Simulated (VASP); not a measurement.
## Si: single point with PBEsol

Si:

```
Si
1.0
     0.00000    2.71647    2.71647
     2.71647    0.00000    2.71647
     2.71647    2.71647    0.00000
Si
2
Direct
  0.50000 0.50000 0.50000
  0.75000 0.75000 0.75000
```

```
Program                : VASP 6.6.1
Task                   : single point
Functional             : PBEsol
Potentials or basis    : VASP PAW PBE potentials, release 64 (Si)
Cutoff                 : 520 eV
k mesh                 : 11 × 11 × 11
Occupations            : fermi-dirac, width 0.05 eV
Spin                   : no spin polarisation
Dipole correction      : no
Further INCAR settings : ALGO = Fast; EDIFF = 1e-06; NBANDS = 11
```

* Pressure: 0.1 GPa
* Band gap on the k mesh: 0.48 eV, indirect (least direct gap 2.52 eV)

Levels at points of the mesh, in eV from the valence-band top:
```csv
k point,band 1,band 2,band 3,band 4,band 5,band 6,band 7,band 8
"(0.00, 0.00, 0.00)",-11.98,0.00,0.00,0.00,2.52,2.52,2.52,3.31
```

Run time: 18 s on 1 thread of Intel(R) Xeon(R) Platinum 8488C (Sapphire Rapids), with other jobs on the host, peak memory 0.16 GiB.

Caveat: the PAW data sets were made with another functional, which shifts forces and pressure a little; an odd mesh through Γ misses points on the zone boundary, where band edges often lie.
